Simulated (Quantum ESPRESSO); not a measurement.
CeO2:

```
Ce O
1.0
     0.00000    2.70365    2.70365
     2.70365    0.00000    2.70365
     2.70365    2.70365    0.00000
Ce O
1 2
Direct
  0.00000 0.00000 0.00000
  0.75000 0.75000 0.75000
  0.25000 0.25000 0.25000
```

Base run:

```yaml
Program: Quantum ESPRESSO 7.5
Functional: PBE
Potentials_or_basis: SSSP 1.3 efficiency PBE
Cutoff: 748 eV
Density_cutoff: 5987 eV
k_mesh: 9 × 9 × 9
Occupations: fermi-dirac, width 0.05 eV
Spin: collinear spin, ferromagnetic start
Starting_moments: "[1.0, 0.0, 0.0] μB"
Hubbard_terms: Ce f U = 6 eV
```

Its results: band gap on the k mesh 1.89 eV, indirect (least direct gap 2.10 eV); pressure 11.7 GPa; net moment 0.00 μB per cell.

Problem. After a change of settings the same cell gave: band gap on the k mesh 2.10 eV, indirect (least direct gap 2.21 eV); pressure 9.0 GPa; net moment 0.00 μB per cell. Which change was it?
A. hubbard terms from Ce f U = 6 eV to Ce f U = 3 eV
B. hubbard terms from Ce f U = 6 eV to Ce f U = 1 eV
C. hubbard terms from Ce f U = 6 eV to none; hubbard projectors from atomic to ortho-atomic

Solution. A.

Caveats: the magnetic or orbital state may not be the lowest; spin-orbit coupling is left out, which moves the levels of the heavy elements; an odd mesh through Γ misses points on the zone boundary, where band edges often lie.
